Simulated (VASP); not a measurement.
A calculation with VASP 6.6.1 of MgB2 (ASE script, structure from a P1 CIF):

run.py

```python
from ase.calculators.vasp import Vasp
from ase.dft.bandgap import bandgap
from ase.io import read

atoms = read('MgB2.cif')
calc = Vasp(
    directory='calc',
    xc='pbesol',
    pp='PBE',
    setups='materialsproject',
    prec='Accurate',
    encut=520,
    ediff=1e-06,
    ismear=0,
    sigma=0.02,
    lreal=False,
    lasph=True,
    nelm=60,
    algo='Normal',
    isif=2,
    lwave=False,
    lcharg=False,
    kpts=[10, 10, 8],
    gamma=True,
)
atoms.calc = calc

print('energy (eV):', atoms.get_potential_energy())
print('free energy (eV):', atoms.get_potential_energy(force_consistent=True))
print('forces (eV/A):')
print(atoms.get_forces())
print('stress (eV/A^3, Voigt):', atoms.get_stress())
print('Fermi level (eV):', calc.get_fermi_level())
gap, top, bottom = bandgap(calc)
print('band gap (eV):', gap, 'from (spin, k, band)', top, 'to', bottom)
```

The input MgB2.cif:

```cif
data_MgB2
_cell_length_a 3.08500000
_cell_length_b 3.08500000
_cell_length_c 3.52300000
_cell_angle_alpha 90.00000000
_cell_angle_beta 90.00000000
_cell_angle_gamma 120.00000000
_space_group_name_H-M_alt 'P1'
_space_group_name_Hall 'P 1'
_space_group_IT_number 1
loop_
_space_group_symop_operation_xyz
'x,y,z'
loop_
_atom_site_label
_atom_site_type_symbol
_atom_site_symmetry_multiplicity
_atom_site_Wyckoff_symbol
_atom_site_fract_x
_atom_site_fract_y
_atom_site_fract_z
_atom_site_occupancy
Mg1 Mg 1 a 0.0000000000 0.0000000000 0.0000000000 1
B1 B 1 a 0.6666666667 0.3333333333 0.5000000000 1
B2 B 1 a 0.3333333333 0.6666666667 0.5000000000 1
```

Potentials or basis: VASP PAW PBE potentials, release 64 (Mg_pv, B).

Command:

```bash
$ python run.py
```

Write the same calculation in another form: native input, structure from a POSCAR.

As run:

INCAR

```
SYSTEM = MgB2
PREC = Accurate
ENCUT = 520
EDIFF = 1E-7
ISMEAR = 0
SIGMA = 0.02
LREAL = .False.
LASPH = .True.
NELM = 60
ALGO = Normal
ISIF = 2
LWAVE = .False.
LCHARG = .False.
GGA = PS
```

KPOINTS

```
Automatic mesh
0
Gamma
  10 10 8
  0 0 0
```

POSCAR

```
MgB2
1.0
    3.0850000000      0.0000000000      0.0000000000
   -1.5425000000      2.6716883707      0.0000000000
    0.0000000000      0.0000000000      3.5230000000
Mg B
1 2
Cartesian
    0.0000000000      0.0000000000      0.0000000000
    1.5425000002      0.8905627901      1.7615000000
   -0.0000000002      1.7811255806      1.7615000000
```

Potentials or basis: VASP PAW PBE potentials, release 64 (Mg_pv, B).

Run with:

```console
$ cat potpaw_PBE.64/Mg_pv/POTCAR potpaw_PBE.64/B/POTCAR > POTCAR
$ mpirun -np 1 vasp_std > vasp.out
```

Both were run:

|  | ASE script, structure from a P1 CIF | native input, structure from a POSCAR |
| --- | --- | --- |
| Pressure | -2.8 GPa | -2.8 GPa |
| Band gap on the k mesh | none (metal or under the smearing width) | none (metal or under the smearing width) |

Keys that steer only the numerical path or the files written may differ.

Caveat: the PAW data sets were made with another functional, which shifts forces and pressure a little.
